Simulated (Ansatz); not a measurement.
Ta:

```
Ta
1.0
    -1.65128    1.65128    1.65128
     1.65128   -1.65128    1.65128
     1.65128    1.65128   -1.65128
Ta
1
Direct
  0.00000 0.00000 0.00000
```

```yaml
Program: Ansatz 0.2.0
Task: relaxation of cell and atoms
Functional: LDA
Potentials_or_basis: Ansatz PAW
Cutoff: "420 eV (not typed: the program's choice for these potentials)"
k_mesh: 11 × 11 × 11
Occupations: fermi-dirac, width 0.05 eV
Spin: no spin polarisation
```

At the start: volume 18.01 Å³/atom.

Q: How do energy, volume and symmetry change on relaxing?

A: It ends after 5 steps and the volume is 17.21 Å³/atom (-4.4 %); space group Im-3m (No. 229, to 0.05 Å).

The path:
| step | energy change (eV) | largest force (eV/Å) | volume (Å³) |
| --- | --- | --- | --- |
| 1 | 0.0000 | 0.0000 | 18.01 |
| 2 | -0.0241 | 0.0000 | 17.32 |
| 3 | -0.0246 | 0.0000 | 17.20 |
| 4 | -0.0246 | 0.0000 | 17.21 |
| 5 | -0.0245 | 0.0000 | 17.21 |

Final structure:
```
Ta
1.0
    -1.62648    1.62648    1.62648
     1.62648   -1.62648    1.62648
     1.62648    1.62648   -1.62648
Ta
1
Direct
  0.00000 0.00000 0.00000
```

Caveat: the plane-wave basis is chosen anew once the cell has moved, so the energies of steps on either side of that aren't comparable; the PAW data sets come from PBE, with cores solved anew for the run's functional, which leaves a small shift of forces and pressure.
